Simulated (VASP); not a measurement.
Al, 1 atom in the cell. The structure is cubic, space group Fm-3m (No. 225). The conventional cell has a = 3.906 Å, b = 3.906 Å, c = 3.906 Å, α = 90.00°, β = 90.00°, γ = 90.00°. Al (site symmetry m-3m) has 12 Al at 2.76 Å as nearest neighbours.  The cell isn't the ideal one: a relaxed cell with its volume scaled by 0.94.

```yaml
Program: VASP 6.6.1
Task: single point
Functional: r2SCAN
Potentials_or_basis: VASP PAW PBE potentials, release 64 (Al)
Cutoff: 520 eV
k_mesh: 18 × 18 × 18
Occupations: gaussian, width 0.1 eV
Spin: no spin polarisation
Further_INCAR_settings: ALGO = Normal; EDIFF = 1e-07; NBANDS = 8
```

Potentials or basis: VASP PAW PBE potentials, release 64 (Al).

The run is started by

```sh
$ cat potpaw_PBE.64/Al/POTCAR > POTCAR
$ mpirun -np 1 vasp_std > vasp.out
```

Hardware: 1 thread of AMD EPYC 9R14 (Zen 4) (shared host).

How long does it take, and how much memory?

It took 3.4 min on 1 thread of AMD EPYC 9R14 (Zen 4), on a shared host, peak memory 0.11 GiB. Counts: scf iterations 30, k points 195.
